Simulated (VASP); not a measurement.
# MgO in VASP: one cell, several levels of theory, part 1 of 2

What does VASP give for MgO (rocksalt), under +4.0 % equal strain in all directions, the cell held fixed? Runs: PBE, r2SCAN. The results are then set beside those of Ansatz 0.2.0 for the same cell.

The runs shown are made with VASP 6.6.1. PAW datasets, plane waves. Calculated at 0 K for a non-magnetic cell.

## (1) The system as given

The cell comes from an earlier relaxation with r2SCAN in another program.

The symmetry is Fm-3m (No. 225, cubic); a = 4.373 Å in the conventional setting, 10.45 Å³ an atom. Near Mg stand 6 O at 2.19 Å; near O stand 6 Mg at 2.19 Å.

Coordinates:

```cif
data_structure
_symmetry_space_group_name_H-M 'Fm-3m'
_symmetry_Int_Tables_number 225
_cell_length_a 4.3725
_cell_length_b 4.3725
_cell_length_c 4.3725
_cell_angle_alpha 90.000
_cell_angle_beta 90.000
_cell_angle_gamma 90.000
_cell_volume 83.60
loop_
_atom_site_label
_atom_site_type_symbol
_atom_site_symmetry_multiplicity
_atom_site_Wyckoff_symbol
_atom_site_fract_x
_atom_site_fract_y
_atom_site_fract_z
_atom_site_occupancy
Mg1 Mg 4 a 0.00000 0.00000 0.00000 1
O1 O 4 b 0.50000 0.00000 0.00000 1
```

## (2) PBE at this geometry

Contents of INCAR:

```
ENCUT = 520.000000
SIGMA = 0.020000
EDIFF = 1.00e-07
GGA = PE
PREC = Accurate
IBRION = -1
ISIF = 2
ISMEAR = -1
NBANDS = 11
NELM = 120
NSW = 0
LASPH = .TRUE.
LCHARG = .FALSE.
LWAVE = .FALSE.
LREAL = .FALSE.
```

Contents of KPOINTS:

```
KPOINTS created by Atomic Simulation Environment
0
Gamma
10 10 10
0 0 0
```

Contents of KPOINTS_OPT:

```
special points
6
Reciprocal
0.0000000000 0.0000000000 0.0000000000 1
0.5000000000 0.0000000000 0.5000000000 1
0.6250000000 0.2500000000 0.6250000000 1
0.3750000000 0.3750000000 0.7500000000 1
0.5000000000 0.5000000000 0.5000000000 1
0.5000000000 0.2500000000 0.7500000000 1
```

Contents of POSCAR:

```
Mg O
 1.0000000000000000
     0.0000000000000000    2.1862541120999999    2.1862541120999999
     2.1862541120999999    0.0000000000000000    2.1862541120999999
     2.1862541120999999    2.1862541120999999    0.0000000000000000
 Mg  O
   1   1
Cartesian
  0.0000000000000000  0.0000000000000000  0.0000000000000000
  2.1862541121000003  2.1862541121000003  2.1862541121000003
```

Potentials: the recommended PBE PAW datasets, 8 valence electrons in the neutral cell.

The run is started by

```console
$ mpirun -np 1 vasp_std
```

Standard output, without the iteration lines:

```text
POSCAR found type information on POSCAR MgO
 POSCAR found :  2 types and       2 ions
 LDA part: xc-table for (Slater+PW92), standard interpolation
 POSCAR, INCAR and KPOINTS ok, starting setup
 FFT: planning ... GRIDC
 FFT: planning ... GRID_SOFT
 FFT: planning ... GRID
 WAVECAR not read
 entering main loop
 Start KPOINTS_OPT (optional k-point list driver)
k-point batch [1-6\6]
```

OSZICAR:

```text
N       E                     dE             d eps       ncg     rms          rms(c)
DAV:   1     0.148619350661E+02    0.14862E+02   -0.44483E+03  1154   0.636E+02
DAV:   2    -0.127346684116E+02   -0.27597E+02   -0.26276E+02  1198   0.132E+02
DAV:   3    -0.134102699714E+02   -0.67560E+00   -0.67500E+00  1258   0.183E+01
DAV:   4    -0.134118954808E+02   -0.16255E-02   -0.16254E-02  1115   0.105E+00
DAV:   5    -0.134119011349E+02   -0.56541E-05   -0.56541E-05  1205   0.607E-02    0.716E+00
DAV:   6    -0.118772005011E+02    0.15347E+01   -0.97638E+00  1079   0.164E+01    0.244E+00
DAV:   7    -0.118563756760E+02    0.20825E-01   -0.10026E-01  1109   0.245E+00    0.137E+00
DAV:   8    -0.118491129166E+02    0.72628E-02   -0.38001E-02  1085   0.212E+00    0.292E-01
DAV:   9    -0.118485371038E+02    0.57581E-03   -0.79733E-04  1172   0.198E-01    0.163E-01
DAV:  10    -0.118484659153E+02    0.71188E-04   -0.64934E-04  1127   0.192E-01    0.796E-03
DAV:  11    -0.118484684627E+02   -0.25474E-05   -0.59628E-06  1196   0.168E-02    0.687E-03
DAV:  12    -0.118484684269E+02    0.35770E-07   -0.88389E-07  1160   0.698E-03
   1 F= -.11848468E+02 E0= -.11848468E+02  d E =-.866473E-13
       N       E                     dE             ncg
DAV:   1     0.595810210620E+03   -0.20243E+04      164
DAV:   2     0.459922957684E+03   -0.13589E+03      144
DAV:   3     0.456575875117E+03   -0.33471E+01      170
DAV:   4     0.456568442974E+03   -0.74321E-02      147
DAV:   5     0.456568417342E+03   -0.25632E-04      156
DAV:   6     0.456568417197E+03   -0.14426E-06      150
DAV:   7     0.456568417197E+03   -0.70986E-09      132
```

The lines after F= are the extra pass for the points of KPOINTS_OPT, at fixed density; their E is not a total energy.

From OUTCAR:

```text
k-points           NKPTS =     47   k-points in BZ     NKDIM =     47   number of bands    NBANDS=     11

   NELECT =       8.0000    total number of electrons

   dimension x,y,z NGX =    24 NGY =   24 NGZ =   24
   dimension x,y,z NGXF=    48 NGYF=   48 NGZF=   48

  energy-cutoff  :      520.00
  volume of cell :       20.90
      direct lattice vectors                 reciprocal lattice vectors
     0.000000000  2.186254112  2.186254112    -0.228701685  0.228701685  0.228701685
     2.186254112  0.000000000  2.186254112     0.228701685 -0.228701685  0.228701685
     2.186254112  2.186254112  0.000000000     0.228701685  0.228701685 -0.228701685

 k-points in reciprocal lattice and weights: KPOINTS created by Atomic Simulation Env
   0.00000000  0.00000000  0.00000000       0.001
   0.10000000  0.00000000  0.00000000       0.008
   0.20000000  0.00000000  0.00000000       0.008
   0.30000000  0.00000000  0.00000000       0.008
   0.40000000  0.00000000  0.00000000       0.008
   0.50000000  0.00000000  0.00000000       0.004
   0.10000000  0.10000000  0.00000000       0.006
   0.20000000  0.10000000  0.00000000       0.024
[... 39 more k-points ...]

 E-fermi :   2.8879

 k-point     1 :       0.0000    0.0000    0.0000
  band No.  band energies     occupation
      1     -14.3328      2.00000
      2       2.3949      2.00000
      3       2.3949      2.00000
      4       2.3949      2.00000
      5       6.1048      0.00000
      6      17.5551      0.00000
      7      17.5551      0.00000
      8      17.5551      0.00000
      9      21.1880      0.00000
     10      22.8360      0.00000
     11      22.8360      0.00000

 k-point     2 :       0.1000    0.0000    0.0000
  band No.  band energies     occupation
      1     -14.2468      2.00000
      2       1.7610      2.00000
      3       2.3395      2.00000
      4       2.3395      2.00000
      5       6.7465      0.00000
      6      16.3343      0.00000
      7      17.7523      0.00000
      8      17.7523      0.00000
      9      21.9296      0.00000
     10      21.9296      0.00000
     11      22.6119      0.00000

 k-point     3 :       0.2000    0.0000    0.0000
  band No.  band energies     occupation
      1     -14.0115      2.00000
      2       0.5483      2.00000
      3       2.1988      2.00000
      4       2.1988      2.00000
      5       7.9454      0.00000
      6      14.7933      0.00000
      7      18.0902      0.00000
      8      18.0902      0.00000
      9      21.2331      0.00000
     10      21.2331      0.00000
     11      22.8953      0.00000

 k-point     4 :       0.3000    0.0000    0.0000
  band No.  band energies     occupation
      1     -13.6979      2.00000
      2      -0.6188      2.00000
      3       2.0327      2.00000
      4       2.0328      2.00000
      5       8.9657      0.00000
      6      13.9127      0.00000
      7      18.0111      0.00000
      8      18.0111      0.00000
      9      21.7115      0.00000
     10      21.7115      0.00000
     11      22.2840      0.00000

 k-point     5 :       0.4000    0.0000    0.0000
  band No.  band energies     occupation
      1     -13.4221      2.00000
      2      -1.4513      2.00000
      3       1.9041      2.00000
      4       1.9041      2.00000
      5       9.4830      0.00000
      6      13.7152      0.00000
      7      17.7078      0.00000
      8      17.7078      0.00000
      9      21.8197      0.00000
     10      22.8655      0.00000
     11      22.8655      0.00000

 k-point     6 :       0.5000    0.0000    0.0000
  band No.  band energies     occupation
      1     -13.3104      2.00000
      2      -1.7550      2.00000
      3       1.8561      2.00000
      4       1.8561      2.00000
      5       9.6030      0.00000
      6      13.7544      0.00000
      7      17.5748      0.00000
      8      17.5748      0.00000
      9      21.6654      0.00000
     10      23.5060      0.00000
     11      23.5060      0.00000

 k-point     7 :       0.1000    0.1000    0.0000
  band No.  band energies     occupation
      1     -14.2189      2.00000
      2       1.6940      2.00000
      3       2.2616      2.00000
      4       2.2616      2.00000
      5       6.9473      0.00000
      6      16.0517      0.00000
      7      17.7841      0.00000
      8      17.7841      0.00000
      9      20.6321      0.00000
     10      23.1212      0.00000
     11      23.3172      0.00000

 k-point     8 :       0.2000    0.1000    0.0000
  band No.  band energies     occupation
      1     -14.0352      2.00000
      2       0.8013      2.00000
      3       2.1057      2.00000
      4       2.1313      2.00000
      5       7.9343      0.00000
      6      14.8208      0.00000
      7      17.9820      0.00000
      8      18.0627      0.00000
      9      19.6087      0.00000
     10      22.7837      0.00000
     11      24.2159      0.00000

 k-point     9 :       0.3000    0.1000    0.0000
  band No.  band energies     occupation
      1     -13.7495      2.00000
      2      -0.2725      2.00000
      3       1.9298      2.00000
      4       1.9369      2.00000
      5       9.0362      0.00000
      6      13.8887      0.00000
      7      17.4461      0.00000
      8      18.1596      0.00000
      9      20.0828      0.00000
     10      22.8307      0.00000
     11      23.7865      0.00000

 k-point    10 :       0.4000    0.1000    0.0000
  band No.  band energies     occupation
      1     -13.4607      2.00000
      2      -1.1475      2.00000
      3       1.7099      2.00000
      4       1.8177      2.00000
      5       9.7682      0.00000
      6      13.5955      0.00000
      7      16.8295      0.00000
      8      17.9675      0.00000
      9      21.2073      0.00000
     10      23.4187      0.00000
     11      23.5146      0.00000

 k-point    11 :       0.5000    0.1000    0.0000
  band No.  band energies     occupation
      1     -13.2919      2.00000
      2      -1.5976      2.00000
      3       1.5534      2.00000
      4       1.7872      2.00000
      5      10.0258      0.00000
      6      13.6731      0.00000
      7      16.5453      0.00000
      8      17.7890      0.00000
      9      22.1627      0.00000
     10      23.3146      0.00000
     11      23.8129      0.00000

 k-point    12 :      -0.4000    0.1000    0.0000
  band No.  band energies     occupation
      1     -13.3281      2.00000
      2      -1.5006      2.00000
      3       1.5136      2.00000
      4       1.8551      2.00000
      5       9.9914      0.00000
      6      13.6665      0.00000
      7      16.5858      0.00000
      8      17.8395      0.00000
      9      22.6912      0.00000
     10      22.8281      0.00000
     11      23.3052      0.00000

 k-point    13 :      -0.3000    0.1000    0.0000
  band No.  band energies     occupation
      1     -13.5500      2.00000
      2      -0.8870      2.00000
      3       1.6086      2.00000
      4       1.9997      2.00000
      5       9.5951      0.00000
      6      13.6883      0.00000
      7      16.9248      0.00000
      8      18.1847      0.00000
      9      21.2059      0.00000
     10      22.6084      0.00000
     11      23.4565      0.00000

 k-point    14 :      -0.2000    0.1000    0.0000
  band No.  band energies     occupation
      1     -13.8511      2.00000
      2       0.0696      2.00000
      3       1.8219      2.00000
      4       2.1715      2.00000
      5       8.6844      0.00000
      6      14.2188      0.00000
      7      17.4135      0.00000
      8      18.6156      0.00000
      9      20.0041      0.00000
     10      22.1045      0.00000
     11      23.9007      0.00000

 k-point    15 :      -0.1000    0.1000    0.0000
  band No.  band energies     occupation
      1     -14.1115      2.00000
      2       1.0899      2.00000
      3       2.1058      2.00000
      4       2.3039      2.00000
      5       7.5379      0.00000
      6      15.3049      0.00000
      7      17.7175      0.00000
      8      18.1762      0.00000
      9      20.5239      0.00000
     10      22.0208      0.00000
     11      23.7779      0.00000

 k-point    16 :       0.2000    0.2000    0.0000
  band No.  band energies     occupation
      1     -13.9154      2.00000
      2       0.5053      2.00000
      3       1.9347      2.00000
      4       1.9347      2.00000
      5       8.5547      0.00000
      6      14.0745      0.00000
      7      17.8673      0.00000
      8      18.3454      0.00000
      9      18.3454      0.00000
     10      23.9623      0.00000
     11      26.5848      0.00000

[... the tables of k-points 17 to 47 left out ...]

  Total       -1.4514192     -1.4514192     -1.4514192     -0.0000000     -0.0000000      0.0000000
  in kB     -111.2683235   -111.2683235   -111.2683235     -0.0000000     -0.0000000      0.0000000
  external PRESSURE =    -111.2683235 kB  Pullay stress =       0.0000000 kB

 POSITION                                       TOTAL-FORCE (eV/Angst)
 -----------------------------------------------------------------------------------
      0.00000      0.00000      0.00000        -0.000000     -0.000000      0.000000
      2.18625      2.18625      2.18625         0.000000      0.000000      0.000000
 -----------------------------------------------------------------------------------
    total drift:                               -0.000000     -0.000000      0.000000

  FREE ENERGIE OF THE ION-ELECTRON SYSTEM (eV)
  ---------------------------------------------------
  free  energy   TOTEN  =       -11.8484684269 eV

  energy  without entropy=      -11.8484684269  energy(sigma->0) =      -11.84846843
```

Hardware: 1 MPI rank of Intel Xeon Platinum 8488C, shared host.

The levels at the points of KPOINTS_OPT are read from vasprun.xml.

Band energies at the special points (eV, zero at the top of v, the last band that the electrons fill by count):

| point | v−1 | v | c | c+1 |
| --- | --- | --- | --- | --- |
| Γ | 0.00 | 0.00 | 3.71 | 15.16 |
| X | -1.20 | -1.20 | 8.80 | 8.96 |
| U | -2.42 | -1.00 | 9.50 | 10.55 |
| K | -2.42 | -1.00 | 9.50 | 10.55 |
| L | -0.54 | -0.54 | 7.21 | 11.36 |
| W | -2.62 | -1.58 | 10.85 | 10.89 |

Gap with PBE: 3.71 eV, direct (Γ). Pressure: -11.13 GPa; the forces vanish within 0.01 eV/Å.

(Continued in part 2 of 2.)
